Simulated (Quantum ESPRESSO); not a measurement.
GaAs: dielectric tensor and Born charges under several settings

```
As Ga
1.0
     0.00000    2.82685    2.82685
     2.82685    0.00000    2.82685
     2.82685    2.82685    0.00000
As Ga
1 1
Direct
  0.75000 0.75000 0.75000
  0.00000 0.00000 0.00000
```

All runs used Quantum ESPRESSO 7.5; potentials PseudoDojo 0.4.1 SR LDA standard; given cell; no spin polarisation; cutoff 1088 eV; occupations smeared at first, fixed for the response.

```csv
level,k mesh (s: shifted),ε∞ (diagonal),Born charge of atom 1 (e),sum of the Born charges (e)
LDA,4 × 4 × 4s,?,?,?
LDA,6 × 6 × 6s,15.02,-2.15,-0.03
LDA,8 × 8 × 8s,14.75,-2.12,-0.01
```

Q: What stands in the row left open?

A: ε∞ 16.78; Born charge of atom 1 -2.33 e; sum of the Born charges -0.21 e.

For the row left open. Caveat: the mesh is thin for the dielectric tensor, Born charges and intensities, which usually come out too large; the Born charges break their sum rule by 0.21 e, a sign of too thin a mesh.
